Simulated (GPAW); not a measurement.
Wanted: an ASE script for a GPAW 26.7.0 run.

| Item | Value |
| --- | --- |
| Task | single point |
| Functional | PBE |
| Potentials or basis | GPAW PAW data sets (gpaw-data 1.2.1) |
| Cutoff | 800 eV |
| Basis | pw |
| k mesh | 11 × 11 × 11 |
| Occupations | gaussian, width 0.022 eV |
| Spin | no spin polarisation |
| Maxiter | 150 |

The structure of TiC lies in POSCAR:

```
TiC
1.0
    0.0000000000      2.1657188437      2.1657188437
    2.1657188437      0.0000000000      2.1657188437
    2.1657188437      2.1657188437      0.0000000000
Ti C
1 1
Direct
    0.0000000000      0.0000000000      0.0000000000
    0.5000000000      0.5000000000      0.5000000000
```

The cell is a database's computed one.

The input as run:

run.py

```python
from ase.dft.bandgap import bandgap
from ase.io import read, write
from ase.units import Bohr, GPa
from gpaw import GPAW, PW
from gpaw.elf import elf_from_dft_calculation

atoms = read('POSCAR')

calc = GPAW(mode=PW(800),
            xc='PBE',
            kpts={'size': (11, 11, 11), 'gamma': True},
            occupations={'name': 'methfessel-paxton', 'order': 0, 'width': 0.022},
            nbands=18,
            convergence={'density': 1e-05, 'energy': 1e-05},
            maxiter=150,
            txt='gpaw.txt')
atoms.calc = calc
energy = atoms.get_potential_energy()
forces = atoms.get_forces()
stress = atoms.get_stress()
calc.write('gs.gpw')
write('result.traj', atoms)
print(f'Energy: {energy:.6f} eV')
print('Forces (eV/A):')
print(forces.round(4))
print('Stress (GPa):', (stress / GPa).round(3))
print('Fermi level:', round(calc.get_fermi_level(), 4), 'eV')
print(f'Gap: {bandgap(calc)[0]:.4f} eV, direct: {bandgap(calc, direct=True)[0]:.4f} eV')

# fields on the real-space grid
write('density.cube', atoms, data=calc.get_pseudo_density() * Bohr**3)
write('potential.cube', atoms, data=calc.get_electrostatic_potential())
write('elf.cube', atoms, data=elf_from_dft_calculation(calc).data)
```

Potentials or basis: GPAW PAW data sets (gpaw-data 1.2.1), pw.

Launch:

```console
$ OMP_NUM_THREADS=1 python run.py
```

It gave:

- Pressure: 0.9 GPa
- Band gap on the k mesh: none (metal or under the smearing width)

Run time: 18 s on 1 thread of Intel(R) Xeon(R) Platinum 8259CL CPU @ 2.50GHz (Skylake/Cascade Lake) (shared host), peak memory 0.17 GiB.
